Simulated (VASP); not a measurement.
Runs of VASP 6.6.1 on TiSe2. It takes space group P-3m1 (No. 164, trigonal). Conventional cell: a = 3.536 Å, b = 3.536 Å, c = 6.004 Å, α = 90.00°, β = 90.00°, γ = 120.00°. Around Ti (site symmetry -3m) lie 6 Se at 2.55 Å. Around Se (site symmetry 3m) lie 3 Ti at 2.55 Å. 

| task | level | potentials or basis | spin | k mesh | grid for exact exchange (PRECFOCK) | screening parameter | mesh quality | gap on the mesh (eV) | pressure (GPa) | largest force (eV/Å) |
| --- | --- | --- | --- | --- | --- | --- | --- | --- | --- | --- |
| single point | PBE | VASP PAW PBE potentials, release 64 (Ti_sv, Se) | off | 3 × 3 × 3 | - | - | coarse | none | (a) | 0.15 |
| single point | HSE06 | VASP PAW PBE potentials, release 64 (Ti_sv, Se) | off | 4 × 4 × 2 | Fast | 0.2 1/A | coarse | none | (b) | 0.25 |
| single point | HSE06 | VASP PAW PBE potentials, release 64 (Ti_sv, Se) | non-collinear, zero start, SOC | 4 × 4 × 2 | Fast | 0.2 1/A | coarse | - | -0.5 | 0.21 |
| band structure | LDA | VASP PAW LDA potentials, release 64 (Ti_sv, Se) | off | 8 × 8 × 4 | - | - | not flagged | - | -4.7 | 0.24 |

Alike in all rows: cell as given; cutoff (eV) 520; smearing gaussian 0.02 eV.

Q: Estimate the missing entries.

A: (a) 1.7; (b) 0.0.

Caveats: some runs use coarse meshes; this functional lacks dispersion, which binds the layers, so the pressure and a relaxed spacing across them are unreliable (some runs); the PAW data sets were made with another functional, which shifts forces and pressure a little (some runs).

A k mesh can miss the band edges, and rows without SOC leave out spin-orbit coupling on Se.

A gap of «none» marks a metal or a gap under the smearing width.
